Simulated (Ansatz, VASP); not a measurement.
ZnS: VASP beside Ansatz

```
CELL_PARAMETERS angstrom
0.00000 2.61326 2.61326
2.61326 0.00000 2.61326
2.61326 2.61326 0.00000
ATOMIC_POSITIONS crystal
Zn 0.00000 0.00000 0.00000
S 0.25000 0.25000 0.25000
```

Change from the starting cell: hydrostatic strain -3.0%.

Alike in both runs: task single point; functional r2SCAN; k mesh 8 × 8 × 8; no spin polarisation.

|  | VASP | Ansatz |
| --- | --- | --- |
| version | VASP 6.6.1 | Ansatz 0.2.0 |
| potentials or method | VASP PAW PBE potentials, release 64 (Zn, S) | plane waves, PAW |
| plane-wave cutoff (eV) | 520 | 500 |
| occupations | gaussian, width 0.01 eV | fixed |
| valence electrons in the cell | 18 | 18 |

Ansatz gave:

- gap on the k mesh at the Fermi level (eV): 3.14
- pressure (GPa): 8.8

Problem. Which values does VASP return?

Solution. gap on the k mesh at the Fermi level (eV): 3.16; pressure (GPa): 8.9.

Caveats: the PAW data sets were made with another functional, which shifts forces and pressure a little (VASP). A k mesh can miss the band edges.
